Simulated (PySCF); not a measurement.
Compound: C5H11N.
SMILES with atom numbers: `[CH2:1]1[CH2:2][CH2:3][NH:4][CH2:5][CH2:6]1` (hydrogens: H7, H8 on C1; H9, H10 on C2; H11, H12 on C3; H13 on N4; H14, H15 on C5; H16, H17 on C6)

Cartesian coordinates in Å at the GFN2-xTB level; atoms count from 1:
```
atom  x, y, z in Å
C1     1.0578   -0.7171    0.4185
C2    -0.0816   -1.3468   -0.3811
C3    -1.3805   -0.5732   -0.1240
N4    -1.2669    0.8424   -0.4240
C5    -0.1827    1.4540    0.3226
C6     1.1692    0.7699    0.0856
H7     0.8544   -0.8322    1.4862
H8     1.9996   -1.2250    0.1981
H9    -0.2096   -2.3940   -0.1016
H10    0.1567   -1.3088   -1.4480
H11   -1.6539   -0.6611    0.9323
H12   -2.1968   -0.9851   -0.7228
H13   -1.0925    0.9588   -1.4192
H14   -0.1315    2.5103    0.0468
H15   -0.4425    1.3901    1.3841
H16    1.4553    0.8888   -0.9634
H17    1.9383    1.2410    0.6999
```

The geometry is computed with GFN2-xTB (gas phase).

Take the most abundant isotopes and a rigid rotor. The values belong to one conformer with, in the numbering `[CH2:1]1[CH2:2][CH2:3][NH:4][CH2:5][CH2:6]1`, C6–C1–C2–C3 -55°, C1–C2–C3–N4 56°, C2–C3–N4–C5 -56°, C3–N4–C5–C6 56°.

Question: What are A, B and C (GHz)?

Answer: Ia = 110.70, Ib = 113.48, Ic = 195.41 u·Å²; 505379 MHz·u·Å²/I gives 4565, 4453 and 2586 MHz, that is A = 4.5651, B = 4.4533, C = 2.5862 GHz.

Question: What kind of rotor is it?

Answer: An asymmetric top. Ray's parameter κ = (2B − A − C)/(A − C) = 0.887; −1 is the prolate and +1 the oblate limit.

Question: What does the inertial defect say?

Answer: Not planar: Δ = Ic − Ia − Ib = -28.78 u·Å². For a rigid frame Δ = −2 Σ m c², so Σ m c² = 14.39 u·Å² lies off the ab plane: 10.49 from hydrogen and 3.90 from heavier atoms. The atom farthest from that plane is 1.33 Å away.

Question: Give the other two planar moments, Paa and Pbb, and the rms extents of the mass along the axes.

Answer: Paa = Σ m a² = (Ib + Ic − Ia)/2 = 99.10 and Pbb = Σ m b² = (Ia + Ic − Ib)/2 = 96.32 u·Å². With the mass M = 85.09 u, the rms extents √(P/M) along a, b and c are 1.08, 1.06, 0.41 Å.

Question: Estimate the classical rotational partition function at 50 K, 200 K and 500 K.

Answer: Point group Cs, symmetry number σ = 1; q = (√π/σ)·√((kT/h)³/(ABC)), k/h = 20836.6 MHz/K: 8220 at 50 K, 65800 at 200 K, 260000 at 500 K.

No GFN2-xTB frequencies stand behind this structure, so it isn't proved a minimum. These are rigid-rotor constants of the computed structure; measured ground-state constants (B0) also hold zero-point vibration.
